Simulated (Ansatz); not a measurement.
The cell of SiO2 is invented: sheets of the NiO2 type stacked in turn (P6_3mc, No. 186) (elements of the layers in order: SiO2 (NiO2 type), SiO2 (NiO2 type)). A sheet's type names the database crystal that the layer was cut from.

```
Si O
1.0
     2.61239    0.00000    0.00000
    -1.30619    2.26239    0.00000
     0.00000    0.00000    8.76396
Si O
2 4
Direct
  0.33333 0.66667 0.10109
  0.66667 0.33333 0.60109
  0.00000 0.00000 0.20219
  0.66667 0.33333 0.00000
  0.00000 0.00000 0.70219
  0.33333 0.66667 0.50000
```

Theory: Ansatz 0.2.0, DFT PBE+D3(BJ), scalar-relativistic, plane waves, PAW. Cutoff 420 eV, Gaussian smearing, Γ-centred meshes. Cell and atoms relax first on a coarse mesh and then on a converged one. In between, the cell is made exact in the group found at 0.06 Å. The steps can't lower the symmetry of their start. No spin polarisation.

A guess keeps its type if space group and coordination stay and the shape of the cell changes little (axis ratios within about 15 %, angles within 6°); the volume may change.

Q: Does this structure survive the relaxation?

A: It keeps its type. The symmetry stays P6_3mc (No. 186). The volume per atom grows by 10.7 %, from 8.6 to 9.6 Å³. The shortest distance goes from 1.75 Å (Si–O) to 1.80 Å (Si–O). The ratio c/a of the conventional cell changes by a factor of 1.02. Counting neighbours within 15 % of an atom's shortest distance, the start has O 3, Si 6 and the end O 3, Si 6.

The zero of energy is the elements' standard structures at the same level (O₂ as a molecule); no fitted shifts are applied.

Q: At what energy does it end?

A: −2.537 eV/atom. It lies below the elements, which doesn't yet make it stable against other compounds or structures.

The last run used a 12×12×4 mesh (in the run's order of axes) for its 6-atom cell and Gaussian smearing of 0.02 eV. A later test with randomly moved atoms came back to the same energy, though modes that don't fit the test's cell weren't probed.
